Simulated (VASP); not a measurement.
# C (Fd-3m) in VASP: Born charges and dielectric tensor with LDA

Aim: the Born charges and dielectric tensor of C with LDA.

Program: VASP 6.6.1. These are calculated values, not measurements. Logs are shortened: lines on timing, memory, paths and dates and some standing lists are left out, and cuts for length are marked.

**1. The structure**

The structure is cubic, space group Fd-3m (No. 227). Conventional cell: a = 3.567 Å, b = 3.567 Å, c = 3.567 Å, α = 90.00°, β = 90.00°, γ = 90.00°. C (site symmetry -43m) is surrounded by 4 C at 1.54 Å.

This isn't the form of C at room conditions, which is graphite.

**2. Born charges and dielectric tensor, LDA**

INCAR

```
PREC = Accurate ; ENCUT = 600
EDIFF = 1E-8 ; ISMEAR = 0
SIGMA = 0.02 ; LREAL = F
LASPH = T ; NELM = 100
ALGO = Normal ; ISIF = 2
LWAVE = F ; LCHARG = F
LEPSILON = T ; IBRION = 8
NSW = 1
```

KPOINTS

```
regular mesh
0
Gamma
  12 12 12
```

POSCAR

```
C
1.0
    0.0000000000      1.7834000000      1.7834000000
    1.7834000000      0.0000000000      1.7834000000
    1.7834000000      1.7834000000      0.0000000000
C
2
Direct
    0.5000000000      0.5000000000      0.5000000000
    0.7500000000      0.7500000000      0.7500000000
```

Potentials or basis: VASP PAW LDA potentials, release 64 (C).

The run is started by

```bash
> cat potpaw_LDA.64/C/POTCAR > POTCAR
> mpirun -np 1 vasp_std > vasp.out
```

OUTCAR:

```text
PREC = Accurate
   ENCUT = 600
   EDIFF = 1E-8
   ISMEAR = 0
   LREAL = F
   LASPH = T
   NELM = 100
   ISIF = 2
   LEPSILON = T
   IBRION = 8
   NSW = 1

 ion  position               nearest neighbor table
   1  0.500  0.500  0.500-   2 1.54   2 1.54   2 1.54   2 1.54
   2  0.750  0.750  0.750-   1 1.54   1 1.54   1 1.54   1 1.54

  LATTYP: Found a face centered cubic cell.
 ALAT       =     3.5668000000

  Lattice vectors:

 A1 = (   0.0000000000,   1.7834000000,   1.7834000000)
 A2 = (   1.7834000000,   0.0000000000,   1.7834000000)
 A3 = (   1.7834000000,   1.7834000000,   0.0000000000)

Analysis of symmetry for initial positions (statically):
=====================================================================
 Subroutine PRICEL returns:
 Original cell was already a primitive cell.

 Routine SETGRP: Setting up the symmetry group for a
 face centered cubic supercell.

 Subroutine GETGRP returns: Found 48 space group operations
 (whereof 24 operations were pure point group operations)
 out of a pool of 48 trial point group operations.

The static configuration has the point symmetry T_d .
 The point group associated with its full space group is O_h .

Analysis of symmetry for dynamics (positions and initial velocities):
=====================================================================
 Subroutine PRICEL returns:
 Original cell was already a primitive cell.

 Routine SETGRP: Setting up the symmetry group for a
 face centered cubic supercell.

 Subroutine GETGRP returns: Found 48 space group operations
 (whereof 24 operations were pure point group operations)
 out of a pool of 48 trial point group operations.

The dynamic configuration has the point symmetry T_d .
 The point group associated with its full space group is O_h .

 Subroutine INISYM returns: Found 48 space group operations
 (whereof 24 operations are pure point group operations),
 and found     1 'primitive' translations

----------------------------------------------------------------------------------------

                                     Primitive cell

  volume of cell :      11.3443

  direct lattice vectors                    reciprocal lattice vectors
     0.000000000  1.783400000  1.783400000    -0.280363351  0.280363351  0.280363351
     1.783400000  0.000000000  1.783400000     0.280363351 -0.280363351  0.280363351
     1.783400000  1.783400000  0.000000000     0.280363351  0.280363351 -0.280363351

  length of vectors
     2.522108467  2.522108467  2.522108467     0.485603568  0.485603568  0.485603568

  position of ions in fractional coordinates (direct lattice)
     0.500000000  0.500000000  0.500000000
     0.750000000  0.750000000  0.750000000

  ion indices of the primitive-cell ions
   primitive index   ion index
                 1           1
                 2           2

----------------------------------------------------------------------------------------

 KPOINTS: regular mesh

Automatic generation of k-mesh.
 Grid dimensions read from file:
 generate k-points for:   12   12   12

 Generating k-lattice:

  Cartesian coordinates                     Fractional coordinates (reciprocal lattice)
    -0.023363613  0.023363613  0.023363613     0.083333333  0.000000000  0.000000000
     0.023363613 -0.023363613  0.023363613     0.000000000  0.083333333  0.000000000
     0.023363613  0.023363613 -0.023363613     0.000000000  0.000000000  0.083333333

  Length of vectors
     0.040466964  0.040466964  0.040466964

  Shift w.r.t. Gamma in fractional coordinates (k-lattice)
     0.000000000  0.000000000  0.000000000

 Subroutine IBZKPT returns following result:
 ===========================================

 Found     72 irreducible k-points:

 Following reciprocal coordinates:
            Coordinates               Weight
  0.000000  0.000000  0.000000      1.000000
[... 364 lines left out ...]

 VOLUME and BASIS-vectors are now :
 -----------------------------------------------------------------------------
  energy-cutoff  :      600.00
  volume of cell :       11.34
      direct lattice vectors                 reciprocal lattice vectors
     0.000000000  1.783400000  1.783400000    -0.280363351  0.280363351  0.280363351
     1.783400000  0.000000000  1.783400000     0.280363351 -0.280363351  0.280363351
     1.783400000  1.783400000  0.000000000     0.280363351  0.280363351 -0.280363351

 POSITION                                       TOTAL-FORCE (eV/Angst)
 -----------------------------------------------------------------------------------
      1.78340      1.78340      1.78340        -0.000000     -0.000000      0.000000
      2.67510      2.67510      2.67510         0.000000      0.000000     -0.000000
 -----------------------------------------------------------------------------------
    total drift:                                0.000000     -0.000000      0.000000

  FREE ENERGIE OF THE ION-ELECTRON SYSTEM (eV)
  ---------------------------------------------------
  free  energy   TOTEN  =       -20.2415167980 eV

  energy  without entropy=      -20.2415167980  energy(sigma->0) =      -20.24151680

 HEAD OF MICROSCOPIC STATIC DIELECTRIC TENSOR (INDEPENDENT PARTICLE, excluding Hartree and local field effects)
 ------------------------------------------------------
           5.985592     0.000000     0.000000
           0.000000     5.985592    -0.000000
           0.000000     0.000000     5.985592
 ------------------------------------------------------

 Free energy of the ion-electron system (eV)
  ---------------------------------------------------
  ---------------------------------------------------
  free energy    TOTEN  =        -0.15957067 eV

  energy without entropy =       -0.15957067

------------------------ aborting loop because EDIFF is reached ----------------------------------------

--------------------------------------- Ionic step        2  -------------------------------------------

------------------------ aborting loop because EDIFF is reached ----------------------------------------

--------------------------------------- Ionic step        3  -------------------------------------------

------------------------ aborting loop because EDIFF is reached ----------------------------------------

 PIEZOELECTRIC TENSOR FIELD DIRECTION 3  (e Angst)
 -----------------------------------------------------------------------------
    -0.00010  0.00000  0.00000           ( -0.00000  0.00000  0.00000)
    -0.00000 -0.00010  0.00000           (  0.00000 -0.00000  0.00000)
     0.00000  0.00000 -0.00024           (  0.00000  0.00000 -0.00001)

 PIEZOELECTRIC TENSOR FIELD DIRECTION 3  (C/m^2)
 -----------------------------------------------------------------------------
    -0.00014  0.00000  0.00000
    -0.00000 -0.00014  0.00000
     0.00000  0.00000 -0.00034

--------------------------------------- Ionic step        4  -------------------------------------------

 Free energy of the ion-electron system (eV)
  ---------------------------------------------------
  ---------------------------------------------------
  free energy    TOTEN  =        -0.11078875 eV

  energy without entropy =       -0.11078875

------------------------ aborting loop because EDIFF is reached ----------------------------------------

 INTERNAL STRAIN TENSOR  FOR ION    1  DIRECTION 1   (eV/Angst):
 -----------------------------------------------------------------------------
     0.00521  0.00000  0.00000
     0.00000 -0.00214  2.57194
     0.00000  2.57194 -0.00214

 MACROSCOPIC STATIC DIELECTRIC TENSOR (including local field effects in DFT)
 ------------------------------------------------------
           5.805547     0.000000     0.000000
           0.000000     5.805547    -0.000000
          -0.000000     0.000000     5.805547
 ------------------------------------------------------

 PIEZOELECTRIC TENSOR (including local field effects)  for field in x, y, z        (e  Angst)
          XX          YY          ZZ          XY          YZ          ZX
  --------------------------------------------------------------------------------
  x    -0.00000    -0.00000    -0.00000     0.00000     0.00000     0.00000
  y    -0.00000    -0.00000     0.00000     0.00000    -0.00000     0.00000
  z     0.00000     0.00000    -0.00000     0.00000     0.00000     0.00000

 PIEZOELECTRIC TENSOR (including local field effects)  for field in x, y, z        (C/m^2)
          XX          YY          ZZ          XY          YZ          ZX
  --------------------------------------------------------------------------------
  x    -0.00000    -0.00000    -0.00000     0.00000     0.00000     0.00000
  y    -0.00000    -0.00000     0.00000     0.00000    -0.00000     0.00000
  z     0.00000     0.00000    -0.00000     0.00000     0.00000     0.00000

 BORN EFFECTIVE CHARGES (including local field effects) (in |e|, cummulative output)
 ---------------------------------------------------------------------------------
 ion    1
    1    -0.00000     0.00000    -0.00000
    2    -0.00000     0.00000    -0.00000
    3    -0.00000    -0.00000    -0.00000
 ion    2
    1     0.00000    -0.00000     0.00000
    2     0.00000    -0.00000     0.00000
    3     0.00000     0.00000     0.00000

 INTERNAL STRAIN TENSOR FOR ION    2 for displacements in x,y,z  (eV/Angst):
          X           Y           Z          XY          YZ          ZX
  --------------------------------------------------------------------------------
  x    -0.00000     0.00000     0.00000     0.00000    -2.57194     0.00000
  y     0.00000     0.00000     0.00000     0.00000     0.00000    -2.57194
  z     0.00000     0.00000    -0.00000    -2.57194     0.00000     0.00000

 SECOND DERIVATIVES (NOT SYMMETRIZED)
 ------------------------------------
               1X          1Y          1Z          2X          2Y          2Z
  1X   -36.615669    0.000000    0.000000   36.615669    0.000000    0.000000
  1Y     0.000000  -36.615669    0.000000    0.000000   36.615669    0.000000
  1Z     0.000000    0.000000  -36.615669    0.000000    0.000000   36.615669
  2X    36.615669    0.000000    0.000000  -36.615669    0.000000    0.000000
  2Y     0.000000   36.615669    0.000000    0.000000  -36.615669    0.000000
  2Z     0.000000    0.000000   36.615669    0.000000    0.000000  -36.615669

 Eigenvectors and eigenvalues of the dynamical matrix
 ----------------------------------------------------

   1 f  =   38.601984 THz   242.543420 2PiTHz 1287.623591 cm-1   159.644907 meV
             X         Y         Z           dx          dy          dz
      1.783400  1.783400  1.783400     0.000000   -0.707107    0.000000
      2.675100  2.675100  2.675100     0.000000    0.707107    0.000000
[... 21 lines left out ...]
   6 f  =    0.000000 THz     0.000000 2PiTHz    0.000000 cm-1     0.000000 meV
             X         Y         Z           dx          dy          dz
      1.783400  1.783400  1.783400     0.000000    0.000000    0.707107
      2.675100  2.675100  2.675100     0.000000    0.000000    0.707107

--------------------------------------------------------------------------------------------------------

 MACROSCOPIC STATIC DIELECTRIC TENSOR IONIC CONTRIBUTION
 ------------------------------------------------------
           0.000000     0.000000     0.000000
           0.000000     0.000000    -0.000000
           0.000000    -0.000000     0.000000
 ------------------------------------------------------

 ELASTIC MODULI CONTR FROM IONIC RELAXATION (kBar)
 Direction    XX          YY          ZZ          XY          YZ          ZX
 --------------------------------------------------------------------------------
 XX          -0.0000      0.0000      0.0000      0.0000     -0.0000      0.0000
 YY           0.0000     -0.0000      0.0000      0.0000      0.0000      0.0000
 ZZ           0.0000      0.0000     -0.0000     -0.0000      0.0000      0.0000
 XY           0.0000      0.0000     -0.0000    -25.5146      0.0000      0.0000
 YZ          -0.0000      0.0000      0.0000      0.0000    -25.5146      0.0000
 ZX           0.0000      0.0000      0.0000      0.0000      0.0000    -25.5146
 --------------------------------------------------------------------------------

 PIEZOELECTRIC TENSOR IONIC CONTR  for field in x, y, z        (C/m^2)
          XX          YY          ZZ          XY          YZ          ZX
  --------------------------------------------------------------------------------
  x    -0.00000    -0.00000    -0.00000    -0.00000    -0.00000     0.00000
  y    -0.00000    -0.00000    -0.00000    -0.00000    -0.00000     0.00000
  z    -0.00000     0.00000    -0.00000    -0.00000    -0.00000    -0.00000
```

Run time: 2.1 min. Hardware: 1 thread of AMD EPYC 7R43 (Zen 3), shared host; peak memory 0.15 GiB.

What came out:

- Band gap on the k mesh: 4.12 eV, indirect (least direct gap 5.54 eV)
- Electronic dielectric tensor (diagonal): 5.81
- Born charges (mean of the diagonal): C +0.00 e
- Highest phonon frequency at Γ: 1288 cm⁻¹

Levels at points of the mesh, in eV from the valence-band top:
```tsv
k point	band 2	band 3	band 4	band 5	band 6	band 7
(0.00, 0.00, 0.00)	0.00	0.00	0.00	5.54	5.54	5.54
(0.50, 0.00, 0.00)	-13.36	-2.79	-2.79	8.38	8.38	9.01
(0.50, 0.50, 0.00)	-12.61	-6.29	-6.29	4.71	4.71	16.62
```

Phonon frequencies in cm⁻¹ (negative: imaginary):
| q point | frequencies |
| --- | --- |
| (0.000, 0.000, 0.000) | 0 0 0 1288 1288 1288 |

Electronic dielectric tensor:
```
5.81 0.00 0.00
0.00 5.81 0.00
0.00 0.00 5.81
```

Born effective charge tensors (e):
atom 1, C
```
0.00 0.00 0.00
0.00 0.00 0.00
0.00 0.00 0.00
```
atom 2, C
```
0.00 0.00 0.00
0.00 0.00 0.00
0.00 0.00 0.00
```

A k mesh can miss the band edges. A hybrid or GW would open this gap; LDA tends to underestimate it.
